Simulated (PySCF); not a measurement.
# GaAs (F-43m) in PySCF: tuning coulomb method

Aim: find the choice of coulomb method that runs GaAs fastest, at PBEsol. This setting moves, with any that are tied to it; all else stays.

All numbers are computed with PySCF 2.14.0; they aren't measurements. Logs are shortened: lines on timing, memory, paths and dates and some standing lists are left out, and cuts for length are marked.

## Step 1: Starting point

The structure is cubic, space group F-43m (No. 216). The conventional cell has a = 5.654 Å, b = 5.654 Å, c = 5.654 Å, α = 90.00°, β = 90.00°, γ = 90.00°. Around As (site symmetry -43m) lie 4 Ga at 2.45 Å. Ga (site symmetry -43m) has 4 As at 2.45 Å as nearest neighbours.

## Step 2: With coulomb method multigrid

Input file run.py:

```python
import json
import numpy as np
from pyscf.pbc import gto, scf, dft, df

cell = gto.Cell()
cell.a = '''
  0.0000000000    2.8268500000    2.8268500000
  2.8268500000    0.0000000000    2.8268500000
  2.8268500000    2.8268500000    0.0000000000'''
cell.atom = '''
As   4.2402750000    4.2402750000    4.2402750000
Ga   0.0000000000    0.0000000000    0.0000000000'''
cell.unit = 'A'
cell.basis = {'As': 'DZVP-MOLOPT-SR-GTH-q5', 'Ga': 'DZVP-MOLOPT-SR-GTH-q13'}
cell.pseudo = {'As': 'GTH-PBE-q5', 'Ga': 'GTH-PBE-q13'}
cell.ke_cutoff = 150  # hartree
cell.exp_to_discard = 0.02
cell.precision = 1e-08
cell.max_memory = 26880  # MB
cell.verbose = 4
cell.build()

res = {}
kpts = cell.make_kpts([3, 3, 3])
mf = dft.KRKS(cell, kpts, xc='pbesol')
mf = mf.multigrid_numint()
mf = mf.smearing(sigma=0.00183747, method='fermi')  # hartree
mf.conv_tol = 1e-07
mf.max_cycle = 60

mf.kernel()
res.update(converged=bool(mf.converged), e_tot=mf.e_tot, nelec=cell.nelectron, nao=cell.nao, mesh=list(map(int, cell.mesh)), a=cell.lattice_vectors().tolist(), coords=cell.atom_coords().tolist(),
           mo_energy=[np.real(x).tolist() for x in mf.mo_energy], mo_occ=[np.real(x).tolist() for x in mf.mo_occ])
res.update(e_free=mf.e_free, e_zero=mf.e_zero)
res.update(kpts=cell.get_scaled_kpts(kpts).tolist())
res['parts'] = {k: float(np.real(v)) for k, v in mf.scf_summary.items() if np.isscalar(v)}
json.dump(res, open('results.json', 'w'))
if not mf.converged:
    raise SystemExit('SCF not converged')

print('levels (eV)')
for i, kp in enumerate(res['kpts'][:40]):
    print('k %7.4f %7.4f %7.4f  ' % tuple(kp), ' '.join('%.3f' % (x * 27.211386) for x in res['mo_energy'][i][:14]))

# Mulliken populations
dm, s = np.asarray(mf.make_rdm1()), np.asarray(mf.get_ovlp())
sites = cell.aoslice_by_atom()[:, 2:]
tot = np.einsum('kij,kji->i', dm, s).real / len(kpts)
res['mulliken'] = [cell.atom_charge(i) - tot[a0:a1].sum() for i, (a0, a1) in enumerate(sites)]
print('Mulliken charges', np.round(res['mulliken'], 5))
res['meta_lowdin'] = mf.mulliken_meta()[1].tolist()
res['done'] = True
json.dump(res, open('results.json', 'w'))
```

Potentials or basis: DZVP-MOLOPT-SR/GTH-PBE (potentials made for PBE).

Command:

```console
$ OMP_NUM_THREADS=4 python -u run.py > log
```

Log:

```text
Discarded 0 diffused primitive functions, 0 contracted functions

PySCF version 2.14.0

[INPUT] verbose = 4
[INPUT] num. atoms = 2
[INPUT] num. electrons = 18
[INPUT] charge = 0
[INPUT] spin (= nelec alpha-beta = 2S) = 0
[INPUT] symmetry False subgroup None
[INPUT] Mole.unit = A
[INPUT] Symbol           X                Y                Z      unit          X                Y                Z       unit  Magmom
[INPUT]  1 As     4.240275000000   4.240275000000   4.240275000000 AA    8.012958442840   8.012958442840   8.012958442840 Bohr   0.0
[INPUT]  2 Ga     0.000000000000   0.000000000000   0.000000000000 AA    0.000000000000   0.000000000000   0.000000000000 Bohr   0.0

nuclear repulsion = -46.5050576623938
number of shells = 7
number of NR pGTOs = 132
number of NR cGTOs = 38
basis = {'As': 'DZVP-MOLOPT-SR-GTH-q5', 'Ga': 'DZVP-MOLOPT-SR-GTH-q13'}
ecp = {}
lattice vectors  a1 [0.000000000, 5.341972295, 5.341972295]
                 a2 [5.341972295, 0.000000000, 5.341972295]
                 a3 [5.341972295, 5.341972295, 0.000000000]
dimension = 3
low_dim_ft_type = None
Cell volume = 304.884
exp_to_discard = 0.02
rcut = 29.926243700638466 (nimgs = [5 5 5])
precision = 1e-08
pseudo = {'As': 'GTH-PBE-q5', 'Ga': 'GTH-PBE-q13'}
ke_cutoff = 150
    = [43 43 43] mesh (79507 PWs)

******** <class 'pyscf.pbc.scf.smearing.SmearingKRKS'> ********
method = SmearingKRKS
initial guess = minao
damping factor = 0
level_shift factor = 0
DIIS = <class 'pyscf.scf.diis.CDIIS'>
diis_start_cycle = 1
diis_space = 8
diis_damp = 0
SCF conv_tol = 1e-07
SCF conv_tol_grad = None
SCF max_cycles = 60
direct_scf = True
direct_scf_tol = 1e-13

******** PBC SCF flags ********
N kpts = 27
Exchange divergence treatment (exxdiv) = ewald
    madelung (= occupied orbital energy shift) = 0.14304523437939862
    Total energy shift due to Ewald probe charge = -1/2 * Nelec*madelung = -1.28740710941
Smearing method = fermi
DF object = <pyscf.pbc.df.fft.FFTDF object>
XC functionals = pbesol
small_rho_cutoff = 0
Uniform grid, mesh = [43 43 43]
Set gradient conv threshold to 0.000316228
nelec by numeric integration = 17.999999958011983
init E= -80.7117903315986
    sigma = 0.00183747  Optimized mu = 0.265241936351  entropy = 0.00341081876096
nelec by numeric integration = 17.999999999999524
    Total E(T) = -80.7152321130133  Free energy = -80.7152383802904  E0 = -80.7152352466518
cycle= 1 E= -80.7152321130133  delta_E= -0.00344  |g|= 0.946  |ddm|= 12.2
    sigma = 0.00183747  Optimized mu = 0.263406031683  entropy = 0.124680104663
nelec by numeric integration = 18.000000000012836
    Total E(T) = -80.7092696014433  Free energy = -80.7094986973952  E0 = -80.7093841494192
cycle= 2 E= -80.7092696014433  delta_E= 0.00596  |g|= 1.03  |ddm|= 4.68
    sigma = 0.00183747  Optimized mu = 0.260685957165  entropy = 0.0249151041401
nelec by numeric integration = 18.000000000005596
    Total E(T) = -80.728704606248  Free energy = -80.7287503870044  E0 = -80.7287274966262
cycle= 3 E= -80.728704606248  delta_E= -0.0194  |g|= 0.0532  |ddm|= 2.92
    sigma = 0.00183747  Optimized mu = 0.261982041002  entropy = 0.0288249917138
nelec by numeric integration = 18.000000000005414
    Total E(T) = -80.7287607195358  Free energy = -80.7288136845934  E0 = -80.7287872020646
cycle= 4 E= -80.7287607195358  delta_E= -5.61e-05  |g|= 0.00514  |ddm|= 0.171
    sigma = 0.00183747  Optimized mu = 0.261916591445  entropy = 0.0283837981516
nelec by numeric integration = 18.00000000000545
    Total E(T) = -80.7287622554321  Free energy = -80.7288144098097  E0 = -80.7287883326209
cycle= 5 E= -80.7287622554321  delta_E= -1.54e-06  |g|= 0.000299  |ddm|= 0.0178
    sigma = 0.00183747  Optimized mu = 0.261904230445  entropy = 0.0284068776226
nelec by numeric integration = 18.00000000000545
    Total E(T) = -80.7287622150521  Free energy = -80.7288144118376  E0 = -80.7287883134449
cycle= 6 E= -80.7287622150521  delta_E= 4.04e-08  |g|= 1.07e-05  |ddm|= 0.00114
    sigma = 0.00183747  Optimized mu = 0.261904708707  entropy = 0.0284072253725
nelec by numeric integration = 18.00000000000545
    Total E(T) = -80.7287622144131  Free energy = -80.7288144118375  E0 = -80.7287883131253
Extra cycle  E= -80.7287622144131  delta_E= 6.39e-10  |g|= 9.37e-06  |ddm|= 0.000119
converged SCF energy = -80.7287622144131
levels (eV)
k  0.0000  0.0000  0.0000   -8.004 -8.004 -7.983 -7.891 -7.891 -5.889 6.912 6.912 6.912 7.285 10.488 10.488 10.489 17.626
k -0.0000 -0.0000  0.3333   -8.058 -7.996 -7.965 -7.894 -7.881 -4.730 1.385 5.936 5.937 7.961 11.531 11.534 14.227 17.456
k -0.0000 -0.0000  0.6667   -8.058 -7.996 -7.965 -7.894 -7.881 -4.730 1.385 5.936 5.937 7.961 11.531 11.534 14.227 17.456
k  0.0000  0.3333 -0.0000   -8.058 -7.996 -7.965 -7.894 -7.881 -4.730 1.385 5.936 5.937 7.961 11.531 11.534 14.227 17.456
k -0.0000  0.3333  0.3333   -8.081 -7.969 -7.954 -7.909 -7.878 -4.310 1.419 4.591 4.591 8.288 9.520 14.994 14.994 15.937
k -0.0000  0.3333  0.6667   -8.087 -7.979 -7.947 -7.898 -7.883 -3.520 0.274 2.791 4.871 8.987 12.760 14.135 14.549 14.933
[... 19 lines left out ...]
k  0.6667  0.6667  0.3333   -8.081 -7.968 -7.957 -7.905 -7.884 -3.519 0.274 2.790 4.871 8.990 12.757 14.134 14.551 14.932
k  0.6667  0.6667  0.6667   -8.041 -7.980 -7.980 -7.897 -7.897 -4.728 1.384 5.936 5.936 7.961 11.535 11.535 14.227 17.455
Mulliken charges [-0.21546  0.21546]
 ** Mulliken pop on meta-lowdin orthogonal AOs **
 ** Mulliken pop  **
pop of  0 As 4s           1.48592
pop of  0 As 5s           0.00033
pop of  0 As 4px          1.18485
pop of  0 As 4py          1.18485
pop of  0 As 4pz          1.18485
pop of  0 As 5px          0.00044
pop of  0 As 5py          0.00044
pop of  0 As 5pz          0.00044
pop of  0 As 4dxy         0.00228
pop of  0 As 4dyz         0.00228
pop of  0 As 4dz^2        0.00112
pop of  0 As 4dxz         0.00228
pop of  0 As 4dx2-y2      0.00112
pop of  1 Ga 4s           1.10933
pop of  1 Ga 5s           0.00091
pop of  1 Ga 4px          0.61040
pop of  1 Ga 4py          0.61040
pop of  1 Ga 4pz          0.61040
pop of  1 Ga 5px          0.00062
pop of  1 Ga 5py          0.00062
pop of  1 Ga 5pz          0.00062
pop of  1 Ga 3dxy         1.99924
pop of  1 Ga 3dyz         1.99924
pop of  1 Ga 3dz^2        1.99950
pop of  1 Ga 3dxz         1.99924
pop of  1 Ga 3dx2-y2      1.99950
pop of  1 Ga 4dxy         0.00151
pop of  1 Ga 4dyz         0.00151
pop of  1 Ga 4dz^2        0.00111
pop of  1 Ga 4dxz         0.00151
pop of  1 Ga 4dx2-y2      0.00111
pop of  1 Ga 4f-3         0.00029
pop of  1 Ga 4f-2         0.00027
pop of  1 Ga 4f-1         0.00031
pop of  1 Ga 4f+0         0.00026
pop of  1 Ga 4f+1         0.00031
pop of  1 Ga 4f+2         0.00034
pop of  1 Ga 4f+3         0.00029
 ** Mulliken atomic charges  **
charge of    0As =     -0.05119
charge of    1Ga =      0.05119
```

Run time: 4.3 min. Hardware: 4 threads of Arm Neoverse N1, host not shared; peak memory 0.65 GiB.

Results:

| Item | Value |
| --- | --- |
| Free energy | -2196.7430 eV |
| Band gap on the k mesh | 0.37 eV, direct |
| Meta-löwdin charges | As -0.05; Ga +0.05 e |

## Step 3: With coulomb method fft

Edit run.py of step 2 so:

```diff
@@ -25,3 +25,2 @@
 mf = dft.KRKS(cell, kpts, xc='pbesol')
-mf = mf.multigrid_numint()
 mf = mf.smearing(sigma=0.00183747, method='fermi')  # hartree
```

Potentials or basis: DZVP-MOLOPT-SR/GTH-PBE (potentials made for PBE).

Command:

```console
$ OMP_NUM_THREADS=4 python -u run.py > log
```

Run time: 3.1 min. Hardware: 4 threads of Arm Neoverse N1, host not shared; peak memory 5.2 GiB.

It converged, with:

```
Free energy            : -2196.5754 eV
Band gap on the k mesh : 0.37 eV, direct
Meta-löwdin charges    : As -0.05; Ga +0.05 e
```

## Step 4: With coulomb method gdf

Edit run.py of step 3 so:

```diff
@@ -25,2 +25,4 @@
 mf = dft.KRKS(cell, kpts, xc='pbesol')
+mf = mf.density_fit()
+mf.grids = dft.gen_grid.UniformGrids(cell)
 mf = mf.smearing(sigma=0.00183747, method='fermi')  # hartree
```

Command:

```console
$ OMP_NUM_THREADS=4 python -u run.py > log
```

Run time: 15 min. Hardware: 4 threads of Arm Neoverse N1, host not shared; peak memory 5.4 GiB.

The run converged. Its results:

```yaml
Free_energy: -2196.6214 eV
Band_gap_on_the_k_mesh: 0.37 eV, direct
Meta-löwdin_charges: As -0.05; Ga +0.05 e
```

## Step 5: With coulomb method rsgdf

Edit run.py of step 4 so:

```diff
@@ -25,3 +25,3 @@
 mf = dft.KRKS(cell, kpts, xc='pbesol')
-mf = mf.density_fit()
+mf = mf.rs_density_fit()
 mf.grids = dft.gen_grid.UniformGrids(cell)
```

Command:

```console
$ OMP_NUM_THREADS=4 python -u run.py > log
```

Wall time 20 min (4 threads of Arm Neoverse N1, host not shared).

The calculation hadn't finished when its time ran out.

## Step 6: Summary

```csv
coulomb method,energy less the last converged row (meV/atom),SCF cycles,wall time (s),peak memory (GiB)
multigrid,-60.75,6,260,0.65
fft,23.01,6,190,5.2
gdf,0.00,6,890,5.4
rsgdf,timed out after 1200 s,-,-,-
```

Fastest here: fft (190 s); slowest of those that converged: gdf (890 s). These are single runs, one after another on one machine, so differences under about a fifth mean little.

Caveats: all runs use coarse meshes; the density mesh is thin for the hardest basis functions, which adds noise to energies, forces and pressure; the basis of atomic orbitals isn't converged, which shifts pressures, moduli and gaps.
